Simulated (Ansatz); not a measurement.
Write a Python script for Ansatz's Python interface that makes a comparison of functionals at one structure of C, space group P6/mmm. Level of theory (first run): revPBE, PAW, the default cutoff (420 eV here), 9×9×2 k-points, Gaussian smearing of 0.1 eV. The script varies functional: revpbe, pbe, lda, blyp, rpbe.

```
C
1.0
     2.45617    0.00000    0.00000
    -1.22809    2.12711    0.00000
     0.00000    0.00000    8.52380
C
2
Direct
  0.33333 0.66667 0.00000
  0.66667 0.33333 0.00000
```

`c_xc.py`
```python
"""One structure of C under several functionals."""

import csv

import ansatz as az


def main() -> None:
    material = (
        az.Lattice.of((2.45617016, 0.0, 0.0), (-1.22808508, 2.12710576, 0.0), (0.0, 0.0, 8.52380336))
        .atom("C", (1 / 3, 2 / 3, 0.0))
        .atom("C", (2 / 3, 1 / 3, 0.0))
    )

    job = (
        material.calculation()
        .occupations("gaussian", width=0.1)
        .pseudopotentials("paw")
        .kpoints(length=20)
        .band_table()
    )

    rows = []
    for value in ["revpbe", "pbe", "lda", "blyp", "rpbe"]:
        rep = job.functional(value).run(threads=1, backend="cpu").report
        rows.append((value, rep["free_energy_ev"] / len(rep["lattice"]["sites"]), rep["n_iterations"], rep["gap_by_band_count_ev"], rep["n_kpoints"]))

    with open("xc.csv", "w", newline="") as handle:
        writer = csv.writer(handle)
        writer.writerow(["functional", "F/atom (eV)", "iterations", "gap by band count (eV)", "k-points"])
        writer.writerows([round(v, 5) if isinstance(v, float) else v for v in row] for row in rows)
    print(open("xc.csv").read())


if __name__ == "__main__":
    main()
```

```console
$ python c_xc.py
DeckWarning: basis.ecutwfc = 420 eV, auto-derived from the records' recommended cutoffs: set by C (normal level)
functional,F/atom (eV),iterations,gap by band count (eV),k-points
revpbe,-251.88919,6,-0.00018,24
pbe,-250.93425,6,-0.00018,24
lda,-242.95059,6,-0.00019,24
blyp,-251.79465,6,-0.0002,24
rpbe,-252.24386,6,-0.00018,24
```
(Warnings from the package without file and line.)

Reading the output:
- The cell holds layers, chains or clusters in vacuum, no bulk phase.
- BLYP can be off by several per cent in the lattices of metals, and by several GPa in the pressure at a fixed cell.
- The mesh is modest for a metal, so energies can be off by several to tens of meV an atom and pressures by half a GPa or more; differences at equal mesh fare better.
- A gap by band count of zero or less means overlapping bands, a metal.
- Points of the mesh across the vacuum add cost only.
- This isn't the structure that C takes at ambient conditions.
- Levels are Kohn-Sham eigenvalues on this mesh.
- Total energies of different functionals can't be compared; pressures, moments and gaps at this one structure can.

(Lines on the test bed's own set-up are left out of the output.)
